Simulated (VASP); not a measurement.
# GaP (F-43m) in VASP: a series of runs

Runs on GaP. Level: PBE. Tasks: single point.

Everything below comes from runs of VASP 6.6.1. Logs are shortened: lines on timing, memory, paths and dates and some standing lists are left out, and cuts for length are marked.

**1. Starting point**

Symmetry: F-43m, No. 216, cubic system. The conventional cell has a = 5.451 Å, b = 5.451 Å, c = 5.451 Å, α = 90.00°, β = 90.00°, γ = 90.00°. Ga (site symmetry -43m) is surrounded by 4 P at 2.36 Å. Around P (site symmetry -43m) lie 4 Ga at 2.36 Å.

**2. Single point, PBE, spin-orbit coupling, no magnetisation**

Contents of INCAR:

```
SYSTEM = GaP
ALGO     = Normal         ! electronic algorithm
EDIFF    = 1E-7           ! SCF threshold, eV
ENCUT    = 650            ! plane-wave cutoff, eV
GGA      = PE             ! functional
GGA_COMPAT= .FALSE.      
ISIF     = 2              ! what is computed and relaxed
ISMEAR   = 0              ! smearing method
LASPH    = .TRUE.         ! aspherical terms in the spheres
LCHARG   = .FALSE.        ! write CHGCAR
LORBIT   = 11             ! projections on sites
LREAL    = .FALSE.        ! projectors in reciprocal space
LSORBIT  = .TRUE.         ! spin-orbit coupling
LWAVE    = .FALSE.        ! write WAVECAR
MAGMOM   = 0 0 0 0 0 0    ! initial moments
NBANDS   = 34             ! bands
NELM     = 100            ! most SCF steps
PREC     = Accurate       ! precision mode
SIGMA    = 0.02           ! smearing width, eV
```

Contents of KPOINTS:

```
k-points
0
G
  4 4 4
  0 0 0
```

Contents of POSCAR:

```
GaP
1.0
    0.0000000000      2.7252500000      2.7252500000
    2.7252500000      0.0000000000      2.7252500000
    2.7252500000      2.7252500000      0.0000000000
Ga P
1 1
Direct
    0.0000000000      0.0000000000      0.0000000000
    0.7500000000      0.7500000000      0.7500000000
```

Potentials or basis: VASP PAW PBE potentials, release 64 (Ga_d, P).

Run with:

```bash
$ cat potpaw_PBE.64/Ga_d/POTCAR potpaw_PBE.64/P/POTCAR > POTCAR
$ mpirun -np 1 vasp_ncl > vasp.out
```

OUTCAR:

```text
SYSTEM = GaP
   EDIFF = 1E-7
   ENCUT = 650
   GGA = PE
   ISIF = 2
   ISMEAR = 0
   LASPH = .TRUE.
   LORBIT = 11
   LREAL = .FALSE.
   LSORBIT = .TRUE.
   NELM = 100
   PREC = Accurate

 Found     10 irreducible k-points:

 Following reciprocal coordinates:
            Coordinates               Weight
  0.000000  0.000000  0.000000      1.000000
  0.250000  0.000000  0.000000      4.000000
 -0.250000  0.000000  0.000000      4.000000
  0.500000  0.000000  0.000000      4.000000
  0.250000  0.250000  0.000000      6.000000
  0.500000  0.250000  0.000000     12.000000
   k-points           NKPTS =     10   k-points in BZ     NKDIM =     10   number of bands    NBANDS=     34
   number of dos      NEDOS =    301   number of ions     NIONS =      2
   total plane-waves  NPLWV =  32768
   dimension x,y,z NGX =    32 NGY =   32 NGZ =   32
   dimension x,y,z NGXF=    64 NGYF=   64 NGZF=   64
   ions per type =               1   1
   NGX,Y,Z   is equivalent  to a cutoff of  13.80, 13.80, 13.80 a.u.
   NGXF,Y,Z  is equivalent  to a cutoff of  27.61, 27.61, 27.61 a.u.
 SYSTEM =  GaP
   PREC   = accura    normal or accurate (medium, high low for compatibility)
   ISTART =      0    job   : 0-new  1-cont  2-samecut
   ICHARG =      2    charge: 1-file 2-atom 10-const
   ISPIN  =      1    spin polarized calculation?
   LNONCOLLINEAR =      T non collinear calculations
   LSORBIT =      T    spin-orbit coupling
   LASPH  =      T    aspherical Exc in radial PAW
   ENCUT  =  650.0 eV  47.77 Ry    6.91 a.u.   8.01  8.01  8.01*2*pi/ulx,y,z
   NELM   =    100;   NELMIN=  2; NELMDL= -5     # of ELM steps
   EDIFF  = 0.1E-06   stopping-criterion for ELM
   LREAL  =      F    real-space projection
   EDIFFG = 0.1E-05   stopping-criterion for IOM
   NSW    =      0    number of steps for IOM
   IBRION =     -1    ionic relax: 0-MD 1-quasi-New 2-CG
   NFREE  =      0    steps in history (QN), initial steepest desc. (CG)
   ISIF   =      2    stress and relaxation
   ISYM   =      2    0-nonsym 1-usesym 2-fastsym
   POTIM  = 0.5000    time-step for ionic-motion
   TEBEG  =    0.0;   TEEND  =   0.0 temperature during run
   PSTRESS=    0.0 pullay stress
   NELECT =      18.0000    total number of electrons
   NUPDOWN=      -1.0000    fix difference up-down
   EMIN   =  10.00;   EMAX   =-10.00  energy-range for DOS
   EFERMI =   0.00;   METHOD = LEGACY
   ISMEAR =     0;   SIGMA  =   0.02  broadening in eV -4-tet -1-fermi 0-gaus
   EFERMI_NEDOS =   21; number of points for ismear=-14 and -15
   IALGO  =     38    algorithm
   IMIX   =      4    mixing-type and parameters
     AMIX     =   0.40;   BMIX     =  1.00
     AMIX_MAG =   1.60;   BMIX_MAG =  1.00
  volume/ion in A,a.u.               =      20.24       136.59
  Fermi-wavevector in a.u.,A,eV,Ry     =   1.249538  2.361284 21.243377  1.561344
  Thomas-Fermi vector in A             =   2.383574
[... 251 lines left out ...]
  energy-cutoff  :      650.00
  volume of cell :       40.48
      direct lattice vectors                 reciprocal lattice vectors
     0.000000000  2.725250000  2.725250000    -0.183469406  0.183469406  0.183469406
     2.725250000  0.000000000  2.725250000     0.183469406 -0.183469406  0.183469406
     2.725250000  2.725250000  0.000000000     0.183469406  0.183469406 -0.183469406

 POSITION                                       TOTAL-FORCE (eV/Angst)
 -----------------------------------------------------------------------------------
      0.00000      0.00000      0.00000         0.000000      0.000000     -0.000000
      4.08788      4.08788      4.08788        -0.000000     -0.000000      0.000000
 -----------------------------------------------------------------------------------
    total drift:                               -0.000001     -0.000001     -0.000001

  FREE ENERGIE OF THE ION-ELECTRON SYSTEM (eV)
  ---------------------------------------------------
  free  energy   TOTEN  =        -8.9822906649 eV

  energy  without entropy=       -8.9822906649  energy(sigma->0) =       -8.98229066

 Spin-Orbit-Coupling matrix elements

 Ion:    1  E_soc:     -0.0118514
 l=   1
     0.0000000    -0.0011206    -0.0011206
    -0.0011206     0.0000000    -0.0011206
    -0.0011206    -0.0011206     0.0000000
 l=   2
     0.0000000    -0.0001751     0.0000000    -0.0001751    -0.0006796
    -0.0001751     0.0000000    -0.0005097    -0.0001751    -0.0001699
     0.0000000    -0.0005097     0.0000000    -0.0005097     0.0000000
    -0.0001751    -0.0001751    -0.0005097     0.0000000    -0.0001699
    -0.0006796    -0.0001699     0.0000000    -0.0001699     0.0000000
 l=   3
     0.0000000     0.0000000     0.0000000     0.0000000     0.0000000     0.0000000     0.0000000
     0.0000000     0.0000000     0.0000000     0.0000000     0.0000000     0.0000000     0.0000000
     0.0000000     0.0000000     0.0000000     0.0000000     0.0000000     0.0000000     0.0000000
     0.0000000     0.0000000     0.0000000     0.0000000     0.0000000     0.0000000     0.0000000
     0.0000000     0.0000000     0.0000000     0.0000000     0.0000000     0.0000000     0.0000000
     0.0000000     0.0000000     0.0000000     0.0000000     0.0000000     0.0000000     0.0000000
     0.0000000     0.0000000     0.0000000     0.0000000     0.0000000     0.0000000     0.0000000

 Ion:    2  E_soc:     -0.0008422
 l=   1
     0.0000000    -0.0001404    -0.0001404
    -0.0001404     0.0000000    -0.0001404
    -0.0001404    -0.0001404     0.0000000
 l=   2
     0.0000000     0.0000000     0.0000000     0.0000000     0.0000000
     0.0000000     0.0000000     0.0000000     0.0000000     0.0000000
     0.0000000     0.0000000     0.0000000     0.0000000     0.0000000
     0.0000000     0.0000000     0.0000000     0.0000000     0.0000000
     0.0000000     0.0000000     0.0000000     0.0000000     0.0000000
 l=   3
     0.0000000     0.0000000     0.0000000     0.0000000     0.0000000     0.0000000     0.0000000
     0.0000000     0.0000000     0.0000000     0.0000000     0.0000000     0.0000000     0.0000000
     0.0000000     0.0000000     0.0000000     0.0000000     0.0000000     0.0000000     0.0000000
     0.0000000     0.0000000     0.0000000     0.0000000     0.0000000     0.0000000     0.0000000
     0.0000000     0.0000000     0.0000000     0.0000000     0.0000000     0.0000000     0.0000000
     0.0000000     0.0000000     0.0000000     0.0000000     0.0000000     0.0000000     0.0000000
     0.0000000     0.0000000     0.0000000     0.0000000     0.0000000     0.0000000     0.0000000

 total charge

# of ion       s       p       d       tot
------------------------------------------
    1        0.848   0.858  10.014  11.720
    2        1.008   1.547   0.000   2.555
--------------------------------------------------
tot          1.856   2.405  10.014  14.275

 magnetization (x)

# of ion       s       p       d       tot
------------------------------------------
    1       -0.000  -0.000  -0.000  -0.000
    2        0.000   0.000   0.000   0.000
--------------------------------------------------
tot          0.000  -0.000  -0.000  -0.000

 magnetization (y)

# of ion       s       p       d       tot
------------------------------------------
    1       -0.000   0.000   0.000  -0.000
    2        0.000   0.000   0.000   0.000
--------------------------------------------------
tot         -0.000   0.000   0.000   0.000

 magnetization (z)

# of ion       s       p       d       tot
------------------------------------------
    1        0.000  -0.000   0.000  -0.000
    2       -0.000  -0.000   0.000  -0.000
--------------------------------------------------
tot         -0.000  -0.000   0.000  -0.000
```

OSZICAR:

```text
N       E                     dE             d eps       ncg     rms          rms(c)
DAV:   1     0.142684718249E+03    0.14268E+03   -0.90593E+03   802   0.176E+03
DAV:   2     0.122688649998E+02   -0.13042E+03   -0.12018E+03   680   0.455E+02
DAV:   3    -0.841179791089E+01   -0.20681E+02   -0.20235E+02   816   0.122E+02
DAV:   4    -0.926175070344E+01   -0.84995E+00   -0.84716E+00   796   0.251E+01
DAV:   5    -0.927979492376E+01   -0.18044E-01   -0.18036E-01   912   0.356E+00    0.430E+00
DAV:   6    -0.900869135880E+01    0.27110E+00   -0.30024E-01   972   0.103E+01    0.269E+00
DAV:   7    -0.898059838718E+01    0.28093E-01   -0.14643E-01   854   0.244E+00    0.120E+00
DAV:   8    -0.898202069151E+01   -0.14223E-02   -0.22310E-02   832   0.219E+00    0.249E-01
DAV:   9    -0.898205426183E+01   -0.33570E-04   -0.28023E-03   934   0.997E-01    0.129E-01
DAV:  10    -0.898218507605E+01   -0.13081E-03   -0.41292E-04   896   0.193E-01    0.373E-02
DAV:  11    -0.898226223419E+01   -0.77158E-04   -0.86274E-05   770   0.131E-01    0.159E-02
DAV:  12    -0.898229060322E+01   -0.28369E-04   -0.43244E-05   718   0.392E-02    0.980E-03
DAV:  13    -0.898229066491E+01   -0.61693E-07   -0.95254E-07   902   0.692E-03
   1 F= -.89822907E+01 E0= -.89822907E+01  d E =-.225544E-37  mag=    -0.0000     0.0000     0.0000
```

stdout:

```text
POSCAR found type information on POSCAR GaP
 POSCAR found :  2 types and       2 ions
 scaLAPACK will be used
 LDA part: xc-table for (Slater+PW92), standard interpolation
 POSCAR, INCAR and KPOINTS ok, starting setup
 FFT: planning ... GRIDC
 FFT: planning ... GRID_SOFT
 FFT: planning ... GRID
 WAVECAR not read
 entering main loop
```

Run time: 23 s. Hardware: 1 thread of Intel Xeon 6975P-C (Granite Rapids), shared host; peak memory 0.31 GiB.

The run converged, but some of its settings lie outside the range that counts as converged, so its numbers aren't taken as properties of the crystal.

What came out:

```yaml
Free_energy: -8.9823 eV
Pressure: 2.8 GPa
Valence_electrons_inside_the_program's_atomic_spheres: Ga 11.72; P 2.56
```

Caveat: the k mesh is coarse (spacing up to 0.50 Å⁻¹), so the values aren't converged.

**3. Single point, PBE, spin-orbit coupling, no magnetisation**

INCAR: that of step 2 with these lines changed.

```diff
@@ -3,3 +3,3 @@
 EDIFF    = 1E-7           ! SCF threshold, eV
-ENCUT    = 650            ! plane-wave cutoff, eV
+ENCUT    = 340            ! plane-wave cutoff, eV
 GGA      = PE             ! functional
```

Contents of KPOINTS:

```
k-points
0
G
  6 6 6
  0 0 0
```

POSCAR is that of step 2.

Potentials or basis: VASP PAW PBE potentials, release 64 (Ga_d, P).

Run with:

```bash
$ cat potpaw_PBE.64/Ga_d/POTCAR potpaw_PBE.64/P/POTCAR > POTCAR
$ mpirun -np 1 vasp_ncl > vasp.out
```

It took 17 s on 1 thread of Intel Xeon 6975P-C (Granite Rapids), shared host; peak memory 0.2 GiB.

The run converged, but some of its settings lie outside the range that counts as converged, so its numbers aren't taken as properties of the crystal.

Results:

```
Free energy                                           : -9.1083 eV
Pressure                                              : 2.3 GPa
Valence electrons inside the program's atomic spheres : Ga 11.72; P 2.55
```

Caveat: the cutoff is under 1.25 times the usual one of these potentials, so pressure, stress and relaxed cells hold a basis-set (Pulay) error.

**4. Single point, PBE, spin-orbit coupling, no magnetisation**

INCAR: that of step 3 with these lines changed.

```diff
@@ -3,3 +3,3 @@
 EDIFF    = 1E-7           ! SCF threshold, eV
-ENCUT    = 340            ! plane-wave cutoff, eV
+ENCUT    = 280            ! plane-wave cutoff, eV
 GGA      = PE             ! functional
```

Contents of KPOINTS:

```
k-points
0
G
  7 7 7
  0 0 0
```

POSCAR is that of step 3.

Run with:

```bash
$ cat potpaw_PBE.64/Ga_d/POTCAR potpaw_PBE.64/P/POTCAR > POTCAR
$ mpirun -np 1 vasp_ncl > vasp.out
```

Wall time 17 s (1 thread of Intel Xeon 6975P-C (Granite Rapids), shared host); peak memory 0.2 GiB.

The run converged, but a check on its numbers failed (symmetry, net force, bounds or a known fault of this set-up), so they aren't taken as properties of the crystal.

Caveat: the cutoff lies under the usual one of these potentials, so the numbers hold a large basis-set error.

**5. Single point, PBE, spin-orbit coupling, no magnetisation**

INCAR: that of step 4 with these lines changed.

```diff
@@ -3,3 +3,3 @@
 EDIFF    = 1E-7           ! SCF threshold, eV
-ENCUT    = 280            ! plane-wave cutoff, eV
+ENCUT    = 650            ! plane-wave cutoff, eV
 GGA      = PE             ! functional
```

Contents of KPOINTS:

```
k-points
0
G
  5 5 5
  0 0 0
```

POSCAR is that of step 4.

Run with:

```bash
$ cat potpaw_PBE.64/Ga_d/POTCAR potpaw_PBE.64/P/POTCAR > POTCAR
$ mpirun -np 1 vasp_ncl > vasp.out
```

Run time: 30 s. Hardware: 1 thread of Intel Xeon 6975P-C (Granite Rapids), shared host; peak memory 0.31 GiB.

The run converged, but some of its settings lie outside the range that counts as converged, so its numbers aren't taken as properties of the crystal.

Results:

```
Free energy                                           : -9.0789 eV
Pressure                                              : 2.5 GPa
Valence electrons inside the program's atomic spheres : Ga 11.72; P 2.55
```

Caveat: the k mesh is coarse (spacing up to 0.40 Å⁻¹), so the values aren't converged.

**6. For comparison**

An earlier run on the cell as given: functional PBE; potentials or basis VASP PAW PBE potentials, release 64 (Ga_d, P); cutoff 520 eV; k mesh 8 × 8 × 8; occupations fermi-dirac, width 0.05 eV; no spin polarisation.

- Pressure: 2.5 GPa
- Band gap on the k mesh: 1.64 eV, indirect (least direct gap 1.83 eV)
